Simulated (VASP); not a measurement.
# Si (Fd-3m) in VASP: electric field gradients with LDA

Aim: the electric field gradients of Si with LDA.

All numbers are computed with VASP 6.6.1; they aren't measurements. Logs are shortened: lines on timing, memory, paths and dates and some standing lists are left out, and cuts for length are marked.

### 1 Starting point

It takes space group Fd-3m (No. 227, cubic). Conventional cell: a = 5.431 Å, b = 5.431 Å, c = 5.431 Å, α = 90.00°, β = 90.00°, γ = 90.00°. Si (site symmetry -43m) has 4 Si at 2.35 Å as nearest neighbours.

### 2 Electric field gradients, LDA

The input, INCAR:

```
PREC = Accurate
ENCUT = 520
EDIFF = 1E-8
ISMEAR = -1
SIGMA = 0.08
LREAL = F
LASPH = T
NELM = 100
ALGO = Fast
ISIF = 2
LWAVE = F
LCHARG = F
GGA = CA
LEFG = T
NBANDS = 11
```

The input, KPOINTS:

```
Automatic mesh
0
Gamma
  11 11 11
```

The input, POSCAR:

```
Si
1.0
    0.0000000000      2.7154700000      2.7154700000
    2.7154700000      0.0000000000      2.7154700000
    2.7154700000      2.7154700000      0.0000000000
Si
2
Direct
    0.5000000000      0.5000000000      0.5000000000
    0.7500000000      0.7500000000      0.7500000000
```

Potentials or basis: VASP PAW LDA potentials, release 64 (Si).

Started as:

```sh
cat potpaw_LDA.64/Si/POTCAR > POTCAR
mpirun -np 1 vasp_std > vasp.out
```

OUTCAR:

```text
PREC = Accurate
   ENCUT = 520
   EDIFF = 1E-8
   ISMEAR = -1
   LREAL = F
   LASPH = T
   NELM = 100
   ISIF = 2
   GGA = CA

 ion  position               nearest neighbor table
   1  0.500  0.500  0.500-   2 2.35   2 2.35   2 2.35   2 2.35
   2  0.750  0.750  0.750-   1 2.35   1 2.35   1 2.35   1 2.35

  LATTYP: Found a face centered cubic cell.
 ALAT       =     5.4309400000

  Lattice vectors:

 A1 = (   0.0000000000,   2.7154700000,   2.7154700000)
 A2 = (   2.7154700000,   0.0000000000,   2.7154700000)
 A3 = (   2.7154700000,   2.7154700000,   0.0000000000)

Analysis of symmetry for initial positions (statically):
=====================================================================
 Subroutine PRICEL returns:
 Original cell was already a primitive cell.

 Routine SETGRP: Setting up the symmetry group for a
 face centered cubic supercell.

 Subroutine GETGRP returns: Found 48 space group operations
 (whereof 24 operations were pure point group operations)
 out of a pool of 48 trial point group operations.

The static configuration has the point symmetry T_d .
 The point group associated with its full space group is O_h .

Analysis of symmetry for dynamics (positions and initial velocities):
=====================================================================
 Subroutine PRICEL returns:
 Original cell was already a primitive cell.

 Routine SETGRP: Setting up the symmetry group for a
 face centered cubic supercell.

 Subroutine GETGRP returns: Found 48 space group operations
 (whereof 24 operations were pure point group operations)
 out of a pool of 48 trial point group operations.

The dynamic configuration has the point symmetry T_d .
 The point group associated with its full space group is O_h .

 Subroutine INISYM returns: Found 48 space group operations
 (whereof 24 operations are pure point group operations),
 and found     1 'primitive' translations

----------------------------------------------------------------------------------------

                                     Primitive cell

  volume of cell :      40.0465

  direct lattice vectors                    reciprocal lattice vectors
     0.000000000  2.715470000  2.715470000    -0.184130187  0.184130187  0.184130187
     2.715470000  0.000000000  2.715470000     0.184130187 -0.184130187  0.184130187
     2.715470000  2.715470000  0.000000000     0.184130187  0.184130187 -0.184130187

  length of vectors
     3.840254502  3.840254502  3.840254502     0.318922840  0.318922840  0.318922840

  position of ions in fractional coordinates (direct lattice)
     0.500000000  0.500000000  0.500000000
     0.750000000  0.750000000  0.750000000

  ion indices of the primitive-cell ions
   primitive index   ion index
                 1           1
                 2           2

----------------------------------------------------------------------------------------

 KPOINTS: Automatic mesh

Automatic generation of k-mesh.
 Grid dimensions read from file:
 generate k-points for:   11   11   11

 Generating k-lattice:

  Cartesian coordinates                     Fractional coordinates (reciprocal lattice)
    -0.016739108  0.016739108  0.016739108     0.090909091  0.000000000  0.000000000
     0.016739108 -0.016739108  0.016739108     0.000000000  0.090909091  0.000000000
     0.016739108  0.016739108 -0.016739108     0.000000000  0.000000000  0.090909091

  Length of vectors
     0.028992985  0.028992985  0.028992985

  Shift w.r.t. Gamma in fractional coordinates (k-lattice)
     0.000000000  0.000000000  0.000000000

 Subroutine IBZKPT returns following result:
 ===========================================

 Found     56 irreducible k-points:
[... 34 lines left out ...]
   NGX,Y,Z   is equivalent  to a cutoff of  12.99, 12.99, 12.99 a.u.
   NGXF,Y,Z  is equivalent  to a cutoff of  25.97, 25.97, 25.97 a.u.
 SYSTEM =  unknown system
   PREC   = accura    normal or accurate (medium, high low for compatibility)
   ISTART =      0    job   : 0-new  1-cont  2-samecut
   ICHARG =      2    charge: 1-file 2-atom 10-const
   ISPIN  =      1    spin polarized calculation?
   LNONCOLLINEAR =      F non collinear calculations
   LSORBIT =      F    spin-orbit coupling
   LASPH  =      T    aspherical Exc in radial PAW
   ENCUT  =  520.0 eV  38.22 Ry    6.18 a.u.   7.14  7.14  7.14*2*pi/ulx,y,z
   NELM   =    100;   NELMIN=  2; NELMDL= -5     # of ELM steps
   EDIFF  = 0.1E-07   stopping-criterion for ELM
   LREAL  =      F    real-space projection
   EDIFFG = 0.1E-06   stopping-criterion for IOM
   NSW    =      0    number of steps for IOM
   IBRION =     -1    ionic relax: 0-MD 1-quasi-New 2-CG
   NFREE  =      0    steps in history (QN), initial steepest desc. (CG)
   ISIF   =      2    stress and relaxation
   ISYM   =      2    0-nonsym 1-usesym 2-fastsym
   POTIM  = 0.5000    time-step for ionic-motion
   TEBEG  =    0.0;   TEEND  =   0.0 temperature during run
   PSTRESS=    0.0 pullay stress
   NELECT =       8.0000    total number of electrons
   NUPDOWN=      -1.0000    fix difference up-down
   EMIN   =  10.00;   EMAX   =-10.00  energy-range for DOS
   EFERMI =   0.00;   METHOD = LEGACY
   ISMEAR =    -1;   SIGMA  =   0.08  broadening in eV -4-tet -1-fermi 0-gaus
   EFERMI_NEDOS =   21; number of points for ismear=-14 and -15
   IALGO  =     68    algorithm
   IMIX   =      4    mixing-type and parameters
     AMIX     =   0.40;   BMIX     =  1.00
     AMIX_MAG =   1.60;   BMIX_MAG =  1.00
  volume/ion in A,a.u.               =      20.02       135.12
  Fermi-wavevector in a.u.,A,eV,Ry     =   0.957010  1.808487 12.461143  0.915868
  Thomas-Fermi vector in A             =   2.085990
   LORBIT       =      0    0 simple, 1 ext, 2 COOP (PROOUT), +10 PAW based schemes
   GGA     = CA    functional components
   LHFCALC =     F    Hartree Fock is set to
   AEXX    =    0.0000 exact exchange contribution
   IVDW    =     0    specifies the selected vdW correction
   LEPSILON=     F    determine dielectric tensor
   LRPA    =     F    only Hartree local field effects (RPA)
 non-spin polarized calculation
 RMM-DIIS sequential band-by-band and
  energy-cutoff  :      520.00
  volume of cell :       40.05
 maximum number of plane-waves:      1092
 NGX is ok and might be reduce to    30
   NGX = 15   NGY = 15   NGZ = 15

 number of electron       8.0000000 magnetization

 Free energy of the ion-electron system (eV)
  ---------------------------------------------------
  ext. energy  EPLUGINS =         0.00000000
  ---------------------------------------------------
  free energy    TOTEN  =       -11.91684749 eV

  energy without entropy =      -11.91633638  energy(sigma->0) =      -11.91659194

 E-fermi :   5.9940     XC(G=0):  -9.6053

 val. band max:        5.7681203892   @ k =   0.0000   0.0000   0.0000
 cond. band min:       6.2601090215   @ k =   0.4545   0.4545   0.0000
 fundamental gap:      0.4919886324
 Fermi energy:         5.9940120519

 k-point     1 :       0.0000    0.0000    0.0000
  band No.  band energies     occupation
      1      -6.1881      2.00000
      2       5.7681      1.88788
      3       5.7681      1.88788
      4       5.7681      1.88788
      5       8.2923      0.00000
      6       8.2923      0.00000
      7       8.2923      0.00000
      8       8.9757      0.00000
      9      13.4452      0.00000
     10      13.4958      0.00000
     11      13.4958      0.00000
[... 309 lines left out ...]
 k-point    24 :      -0.1818    0.1818    0.0000
  band No.  band energies     occupation
      1      -5.0640      2.00000
      2       1.6890      2.00000
      3       3.0617      2.00000
      4       5.0843      1.99998
      5       8.6857      0.00000
      6       9.4701      0.00000
      7       9.7347      0.00000
      8      11.3362      0.00000
      9      11.8163      0.00000
     10      15.6791      0.00000
     11      16.2100      0.00000

 [... further k-points ...]

------------------------ aborting loop because EDIFF is reached ----------------------------------------

  FORCE on cell =-STRESS in cart. coord.  units (eV):
  Direction    XX          YY          ZZ          XY          YZ          ZX
  --------------------------------------------------------------------------------------
  -------------------------------------------------------------------------------------
  Total       -0.3660754     -0.3660754     -0.3660754      0.0000000      0.0000000     -0.0000000
  in kB      -14.6459011    -14.6459011    -14.6459011      0.0000000      0.0000000     -0.0000000
  external PRESSURE =     -14.6459011 kB  Pullay stress =       0.0000000 kB

 VOLUME and BASIS-vectors are now :
 -----------------------------------------------------------------------------
  energy-cutoff  :      520.00
  volume of cell :       40.05
      direct lattice vectors                 reciprocal lattice vectors
     0.000000000  2.715470000  2.715470000    -0.184130187  0.184130187  0.184130187
     2.715470000  0.000000000  2.715470000     0.184130187 -0.184130187  0.184130187
     2.715470000  2.715470000  0.000000000     0.184130187  0.184130187 -0.184130187

 POSITION                                       TOTAL-FORCE (eV/Angst)
 -----------------------------------------------------------------------------------
      2.71547      2.71547      2.71547        -0.000000      0.000000     -0.000000
      4.07320      4.07320      4.07320         0.000000     -0.000000      0.000000
 -----------------------------------------------------------------------------------
    total drift:                                0.000000     -0.000000     -0.000000

  FREE ENERGIE OF THE ION-ELECTRON SYSTEM (eV)
  ---------------------------------------------------
  free  energy   TOTEN  =       -11.9168474935 eV

  energy  without entropy=      -11.9163363816  energy(sigma->0) =      -11.91659194

 Electric field gradients (V/A^2)
---------------------------------------------------------------------
 ion       V_xx      V_yy      V_zz      V_xy      V_xz      V_yz
---------------------------------------------------------------------
   1       0.000     0.000     0.000     0.000     0.000     0.000
   2      -0.000     0.000     0.000     0.000     0.000     0.000
---------------------------------------------------------------------

 Electric field gradients after diagonalization (V/A^2)
 (convention: |V_zz| > |V_xx| > |V_yy|)
----------------------------------------------------------------------
 ion       V_xx      V_yy      V_zz     asymmetry (V_yy - V_xx)/ V_zz
----------------------------------------------------------------------
   1      -0.000    -0.000     0.000       0.000
   2      -0.000    -0.000     0.000       0.000
----------------------------------------------------------------------

           NMR quadrupolar parameters

 Cq : quadrupolar parameter    Cq=e*Q*V_zz/h
 eta: asymmetry parameters     (V_yy - V_xx)/ V_zz
 Q  : nuclear electric quadrupole moment in mb (millibarn)
----------------------------------------------------------------------
 ion       Cq(MHz)       eta       Q (mb)
----------------------------------------------------------------------
   1       0.000       0.000       1.000
   2       0.000       0.000       1.000
----------------------------------------------------------------------
```

It took 16 s on 1 thread of AMD EPYC 9R45 (Zen 5), shared host; peak memory 0.11 GiB.

What came out:

```yaml
Free_energy: -11.9168 eV
Pressure: -1.5 GPa
Band_gap_on_the_k_mesh: 0.49 eV, indirect (least direct gap 2.52 eV)
```

Electric field gradients, principal values (V/Å²):
```tsv
atom	Vxx	Vyy	Vzz
1 Si	0.000	0.000	0.000
2 Si	0.000	0.000	0.000
```

Caveat: an odd mesh through Γ misses points on the zone boundary, where band edges often lie.
